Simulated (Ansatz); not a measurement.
# AlNi3: the cost of one run

Computed with Ansatz 0.2.0 (DFT PBE, scalar-relativistic, plane waves, PAW, unless a step's input says otherwise).

### 1 The starting structure

It takes space group Fm-3m (No. 225, cubic). Conventional cell: a = 5.604 Å, b = 5.604 Å, c = 5.604 Å, α = 90.00°, β = 90.00°, γ = 90.00°. Al (site symmetry m-3m) is surrounded by 8 Ni at 2.43 Å. Around Ni (site symmetry -43m) lie 4 Al at 2.43 Å and 4 Ni at 2.43 Å. Ni (site symmetry m-3m) has 8 Ni at 2.43 Å in its first shell of neighbours.

Structure file:

```cif
data_structure
_symmetry_space_group_name_H-M 'P 1'
_symmetry_Int_Tables_number 1
_cell_length_a 3.9625
_cell_length_b 3.9625
_cell_length_c 3.9625
_cell_angle_alpha 60.000
_cell_angle_beta 60.000
_cell_angle_gamma 60.000
_cell_volume 43.99
loop_
_atom_site_label
_atom_site_type_symbol
_atom_site_fract_x
_atom_site_fract_y
_atom_site_fract_z
_atom_site_occupancy
Al1 Al 0.50000 0.50000 0.50000 1
Ni1 Ni 0.25000 0.25000 0.25000 1
Ni2 Ni 0.00000 0.00000 0.00000 1
Ni3 Ni 0.75000 0.75000 0.75000 1
```

The start is a polymorph listed in a database, not an invented cell.

### 2 The guess as it stands, on a coarse mesh

File input.yaml:

```yaml
crystal:
  lattice:
    - [0.0, 2.8018887, 2.8018887]
    - [2.8018887, 0.0, 2.8018887]
    - [2.8018887, 2.8018887, 0.0]
  atoms:
    - { symbol: Al, position: [0.5, 0.5, 0.5] }
    - { symbol: Ni, position: [0.25, 0.25, 0.25], spin: 2.0 }
    - { symbol: Ni, position: [0.0, 0.0, 0.0], spin: -2.0 }
    - { symbol: Ni, position: [0.75, 0.75, 0.75], spin: 2.0 }
basis:
  ecutwfc: 420
kpoints:
  mp_grid: { grid: [6, 6, 6] }
hamiltonian:
  xc: pbe
scf:
  occupations: { method: gaussian, width: 0.1 }
  lower_state_search: "off"
output:
  forces: true
  stress: true
  eigenvalues: true
  populations: true
magnetization:
  spin_polarized: true
```

On the command line:

```console
> ansatz run input.yaml --threads 1 --pin off --max-ram 2560MiB --backend cpu --events-out ev --progress --plain --runs-dir out
```

Q: Estimate wall time and peak memory on 1 thread of Arm Neoverse V1, shared host.

About 6.7 s, with a peak of 0.32 GiB.
